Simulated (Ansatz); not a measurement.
# Si: what a guessed cell relaxes into

The task: take a trial cell of Si to zero force and stress.

Method: DFT PBE, scalar-relativistic, plane waves, PAW, in Ansatz 0.2.0.

## 1. The structure to begin with

The structure is orthorhombic, space group Pmma (No. 51). Conventional cell: a = 4.886 Å, b = 6.199 Å, c = 4.482 Å, α = 90.00°, β = 90.00°, γ = 90.00°. Si (site symmetry m) has 5 Si at 2.10 to 2.27 Å as nearest neighbours. Around Si (site symmetry 2) lie 5 Si at 2.27 to 2.44 Å.

Coordinates:

```xyz
8
Lattice="4.8859 0.0000 0.0000 0.0000 6.1995 0.0000 0.0000 0.0000 4.4818" Properties=species:S:1:pos:R:3 pbc="T T T"
Si    2.2717    0.0000    3.3612
Si    0.1712    0.0000    3.3612
Si    2.6142    0.0000    1.1206
Si    4.7147    0.0000    1.1206
Si    0.0000    1.9664    0.0000
Si    2.4430    4.2330    0.0000
Si    0.0000    4.2330    0.0000
Si    2.4430    1.9664    0.0000
```

Recipe of the guess: 5-connected net of one element (Pmma, No. 51). Lengths come from tabulated atomic sizes and are only a guess.

## 2. A first look at the guess

Input file input.yaml:

```yaml
crystal:
  lattice:
    - [4.88591933, 0.0, 0.0]
    - [0.0, 6.19949227, 0.0]
    - [0.0, 0.0, 4.48176761]
  atoms:
    - { symbol: Si, position: [0.46495637, 0.0, 0.74996644] }
    - { symbol: Si, position: [0.03504363, 0.0, 0.74996644] }
    - { symbol: Si, position: [0.53504363, 0.0, 0.25003356] }
    - { symbol: Si, position: [0.96495637, 0.0, 0.25003356] }
    - { symbol: Si, position: [0.0, 0.31719465, 0.0] }
    - { symbol: Si, position: [0.5, 0.68280535, 0.0] }
    - { symbol: Si, position: [0.0, 0.68280535, 0.0] }
    - { symbol: Si, position: [0.5, 0.31719465, 0.0] }
basis:
  ecutwfc: 420
kpoints:
  mp_grid: { grid: [4, 4, 4] }
hamiltonian:
  xc: pbe
scf:
  occupations: { method: gaussian, width: 0.1 }
  lower_state_search: "off"
output:
  forces: true
  stress: true
  eigenvalues: true
```

Run with:

```bash
ansatz run input.yaml --threads 1 --pin off --max-ram 2560MiB --backend cpu --events-out ev --progress --plain --runs-dir out
```

The session goes on with these runs: rough relaxation on the coarse mesh; final relaxation; second relaxation, mesh chosen anew.

Q: Predict the outcome of this session. Wanted: conventional cell; volume; energy over the standard state; gap on the mesh.

The runs gave:

| quantity | value |
| --- | --- |
| symmetry at the end (tolerance 0.05 Å) | space group Pmma (No. 51) |
| conventional cell | a = 5.824 Å, b = 5.766 Å, c = 5.545 Å, α = 90.00°, β = 90.00°, γ = 90.00° |
| volume | 23.28 Å³/atom |
| energy over the standard state | +0.47 eV/atom |
| gap on the mesh | none (metal) |

**Reading.** The space group Pmma (No. 51) is kept, and the volume per atom grows by 37.2 % from the first guess. It lies above the element's standard state, so it is metastable at best. No finished test with a distortion of lower symmetry is shown, so the end may be a saddle point.
